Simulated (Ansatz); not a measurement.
# ZnO: the cost of one run

All numbers below are computed with Ansatz 0.2.0 (DFT PBEsol, scalar-relativistic, plane waves, PAW).

3 further runs of the same task are left out: 3 set aside as unsound or not needed.

## (1) The system as given

The cell holds 36 atoms (BeO18Zn17): a = 7.648 Å, b = 7.648 Å, c = 7.648 Å, α = 78.63°, β = 78.63°, γ = 78.63°.

The coordinates of this cell stand in the input of its own run.

The host was relaxed before at PBEsol: a = 3.231 Å, b = 3.231 Å, c = 5.214 Å, α = 90.00°, β = 90.00°, γ = 120.00° (conventional cell), 11.781 Å³/atom.

Places, in fractions of the supercell: Be in place of Zn at (0.278, 0.611, 0.611). The start keeps the symmetry of the ideal site.

## (2) Band edges of the host over the zone

Contents of input.yaml:

```yaml
crystal:
  lattice:
    - [3.2305167399, 0.0, 0.0]
    - [-1.6152583699, 2.7977095641, 0.0]
    - [0.0, 0.0, 5.213936246]
  atoms:
    - { symbol: Zn, position: [0.6666666667, 0.3333333333, 0.5006385768] }
    - { symbol: Zn, position: [0.3333333333, 0.6666666667, 0.0006385768] }
    - { symbol: O, position: [0.6666666667, 0.3333333333, 0.8796714232] }
    - { symbol: O, position: [0.3333333333, 0.6666666667, 0.3796714232] }
basis:
  ecutwfc: 420
  xc_grid: 2
kpoints:
  mp_grid: { grid: [9, 9, 6] }
  band_path: { path: [VBM, CBM], npoints: 2 }
hamiltonian:
  xc: pbesol
scf:
  occupations: { method: gaussian, width: 0.02 }
output:
  forces: true
  stress: true
  eigenvalues: true
```

The run is started by

```console
$ ansatz run input.yaml --threads 8 --pin off --max-ram 16384MiB --backend cpu --events-out ev --progress --plain --runs-dir out
```

**Question.** How long does this run take on 8 threads of Arm Neoverse V1, shared host, and how much memory does it need?

About 1.8 s, with a peak of 0.44 GiB.
